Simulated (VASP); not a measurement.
Set up this calculation in VASP 6.6.1, as the native input.

* Task: single point
* Functional: PBEsol
* Potentials or basis: VASP PAW PBE potentials, release 64 (Zr_sv)
* Cutoff: 520 eV
* k mesh: 18 × 18 × 18
* Occupations: gaussian, width 0.15 eV
* Spin: no spin polarisation
* Dipole correction: no
* Further INCAR settings: ALGO = Fast; EDIFF = 1e-06; NBANDS = 12

The structure of Zr lies in POSCAR:

```
Zr
1.0
    0.0000000000      2.4354000000      2.2550000000
    2.4354000000      0.0000000000      2.2550000000
    2.4354000000      2.4354000000      0.0000000000
Zr
1
Direct
    0.0000000000      0.0000000000      0.0000000000
```

This isn't the form of Zr at room conditions, which is hcp.

The cell isn't the ideal one: strain +0.080 along x and y, +0.000 along z, atoms carried along.

The input as run:

INCAR

```
PREC = Accurate
ENCUT = 520
EDIFF = 1E-6
ISMEAR = 0
SIGMA = 0.15
LREAL = False
LASPH = True
NELM = 100
ALGO = Fast
ISIF = 2
LWAVE = False
LCHARG = False
GGA = PS
NBANDS = 12
```

KPOINTS

```
Automatic mesh
0
Gamma
  18 18 18
```

Potentials or basis: VASP PAW PBE potentials, release 64 (Zr_sv).

The run is started by

```sh
$ cat potpaw_PBE.64/Zr_sv/POTCAR > POTCAR
$ mpirun -np 1 vasp_std > vasp.out
```

It gave:

* Pressure: -13.0 GPa
* Band gap on the k mesh: none (metal or under the smearing width)

Caveat: the PAW data sets were made with another functional, which shifts forces and pressure a little.

It took 4.1 min on 1 thread of Intel(R) Xeon(R) Platinum 8259CL CPU @ 2.50GHz (Skylake/Cascade Lake), with other jobs on the host, peak memory 0.27 GiB.
